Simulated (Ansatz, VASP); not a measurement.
**One calculation of Si2C, two programs**

INCAR

```
SYSTEM = Si2C
PREC = Accurate
ENCUT = 520
EDIFF = 1E-7
ISMEAR = 0
SIGMA = 0.1
LREAL = .False.
LASPH = .True.
NELM = 60
ALGO = Normal
ISIF = 2
LWAVE = .False.
LCHARG = .False.
GGA = PE
NBANDS = 13
```

The input KPOINTS:

```
regular mesh
0
Gamma
  8 8 8
  0 0 0
```

POSCAR

```
Si2C
1.0
   -1.8167238192      1.8167238192      2.9796138731
    1.8167238192     -1.8167238192      2.9796138731
    1.8167238192      1.8167238192     -2.9796138731
Si C
2 1
Direct
    0.5930000000      0.5930000000      0.0000000000
    0.4070000000      0.4070000000      0.0000000000
    0.0000000000      0.0000000000      0.0000000000
```

Input for Ansatz:

```yaml
crystal:
  lattice:
    - [-1.8167238192, 1.8167238192, 2.9796138731]
    - [1.8167238192, -1.8167238192, 2.9796138731]
    - [1.8167238192, 1.8167238192, -2.9796138731]
  atoms:
    - { symbol: Si, position: [0.593, 0.593, 0.0] }
    - { symbol: Si, position: [0.407, 0.407, 0.0] }
    - { symbol: C, position: [0.0, 0.0, 0.0] }
basis:
  ecutwfc: 420
kpoints:
  mp_grid: { grid: [8, 8, 8] }
hamiltonian:
  xc: pbe
scf:
  occupations: { method: gaussian, width: 0.1 }
  lower_state_search: "off"
output:
  forces: true
  stress: true
  eigenvalues: true
```

Alike in both runs: task single point; functional PBE; k mesh 8 × 8 × 8; occupations gaussian, width 0.1 eV; no spin polarisation.

```csv
,VASP,Ansatz
version,VASP 6.6.1,Ansatz 0.2.0
potentials or method,"VASP PAW PBE potentials, release 64 (Si, C)","scalar-relativistic, plane waves, PAW"
plane-wave cutoff (eV),520,420
valence electrons in the cell,12,12
```

```tsv
	VASP	Ansatz	Ansatz less VASP
gap on the k mesh at the Fermi level (eV)	none	none	-
rms of the force components (eV/Å)	62.885	62.617	-0.2675
```

Atom by atom the forces differ by 0.268 eV/Å (rms over components). A gap of «none» marks a metal or a gap that the smearing closes.

Caveats: forces of over 1 eV/Å show positions far from the minimum, so gaps and moduli don't describe the material at rest.
